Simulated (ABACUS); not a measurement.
SnTe: equation of state with HLE16

SnTe:

```
Te Sn
1.0
     0.00000    3.15085    3.15085
     3.15085    0.00000    3.15085
     3.15085    3.15085    0.00000
Te Sn
1 1
Direct
  0.50000 0.50000 0.50000
  0.00000 0.00000 0.00000
```

```
Program                                       : ABACUS 3.10.1
Task                                          : equation of state
Functional                                    : HLE16
Potentials or basis                           : GBRV ultrasoft 1.5 PBE
Cutoff                                        : 544 eV
Density cutoff                                : 4354 eV
Basis                                         : plane waves
k mesh                                        : 6 × 6 × 6
Occupations                                   : fermi-dirac, width 0.05 eV
Spin                                          : no spin polarisation
Radial cutoff of the potentials (pseudo_rcut) : 10 bohr
SCF threshold on the density                  : 1e-08
Max SCF steps                                 : 100
Eigensolver                                   : dav
Mixing                                        : broyden
Mixing share                                  : 0.7
Symmetry key                                  : 1
Bands                                         : 14
```

```yaml
Equilibrium_volume: "27.45 Å³/atom (rough: see the caveat)"
Bulk_modulus: 51 GPa (rough)
```

Energy against volume, from the lowest point:
| volume (Å³/atom) | energy (meV/atom) |
| --- | --- |
| 29.404 | 0.00 |
| 30.656 | 28.70 |
| 31.907 | 66.73 |
| 33.158 | 111.91 |

All runs of the series together: 63 s on 4 threads of Intel(R) Xeon(R) Platinum 8488C (Sapphire Rapids) (shared host).

Caveat: the potentials were made for a functional far from this one; the minimum lies outside the volumes run; the potentials were made for another functional, which shifts forces and pressure. Spin-orbit coupling is left out, which matters for the levels of Te.
